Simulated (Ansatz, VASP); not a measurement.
One calculation of Sn, two programs

Contents of POSCAR:

```
Sn
1.0
    0.0000000000      3.2967577782      3.2967577782
    3.2967577782      0.0000000000      3.2967577782
    3.2967577782      3.2967577782      0.0000000000
Sn
2
Direct
    0.7500000000      0.7500000000      0.7500000000
    0.5000000000      0.5000000000      0.5000000000
```

File INCAR.step1:

```
ALGO = Normal ; EDIFF = 1E-4
ENCUT = 520 ; GGA = PE
ISMEAR = -1 ; LASPH = T
LCHARG = F ; LREAL = F
LWAVE = T ; NBANDS = 21
NELM = 60 ; PREC = Accurate
SIGMA = 0.05
```

The input INCAR.step2:

```
ALGO = Normal ; EDIFF = 1E-7
ENCUT = 520 ; ISIF = 2
ISMEAR = -1 ; ISTART = 1
IVDW = 12 ; LASPH = T
LCHARG = T ; LELF = T
LMIXTAU = T ; LREAL = F
LVHAR = T ; LWAVE = F
METAGGA = R2SCAN ; NBANDS = 21
NELM = 60 ; PREC = Accurate
SIGMA = 0.05 ; VDW_A1 = 0.49484001
VDW_A2 = 5.73083694 ; VDW_S6 = 1.0
VDW_S8 = 0.78981345
```

Contents of KPOINTS:

```
k-points
0
Gamma
  7 7 7
```

The input input.yaml:

```yaml
crystal:
  lattice:
    - [0.0, 3.2967577782, 3.2967577782]
    - [3.2967577782, 0.0, 3.2967577782]
    - [3.2967577782, 3.2967577782, 0.0]
  atoms:
    - { symbol: Sn, position: [0.75, 0.75, 0.75] }
    - { symbol: Sn, position: [0.5, 0.5, 0.5] }
hamiltonian:
  xc: r2scan
  pseudopotentials: { kind: paw }
  dispersion: d3bj
kpoints:
  mp_grid: { grid: [7, 7, 7] }
scf:
  occupations: { method: fermi_dirac, width: 0.05 }
output:
  forces: true
  stress: true
  eigenvalues: true
  write_density: true
  write_potential: true
  elf: true
  volumetric_format: npy
```

This isn't the form of Sn at room conditions, which is tetragonal (white tin).

Alike in both runs: task single point; functional r2SCAN; dispersion D3(BJ); k mesh 7 × 7 × 7; occupations fermi-dirac, width 0.05 eV; no spin polarisation.

```csv
,VASP,Ansatz
version,VASP 6.6.1,Ansatz 0.2.0
potentials or method,"VASP PAW PBE potentials, release 64 (Sn_d)",Ansatz PAW
plane-wave cutoff (eV),520,500
valence electrons in the cell,28,28
```

VASP gave:

| Property | Result |
| --- | --- |
| gap on the k mesh at the Fermi level (eV) | none |
| pressure (GPa) | -1.1 |
| dispersion energy (meV/atom) | -139.7 |

Task: Estimate Ansatz's values.

Result: gap on the k mesh at the Fermi level (eV): none; pressure (GPa): -1.1; dispersion energy (meV/atom): -139.8.

A gap of «none» marks a metal or a gap that the smearing closes.

Caveats: pairwise dispersion overbinds metals, which lowers pressure and volume; the PAW data sets were made with another functional, which shifts forces and pressure a little (VASP); the PAW data sets come from PBE, with cores solved anew for the run's functional, which leaves a small shift of forces and pressure (Ansatz); the dispersion damping was fitted for another functional or another form of the correction (Ansatz).
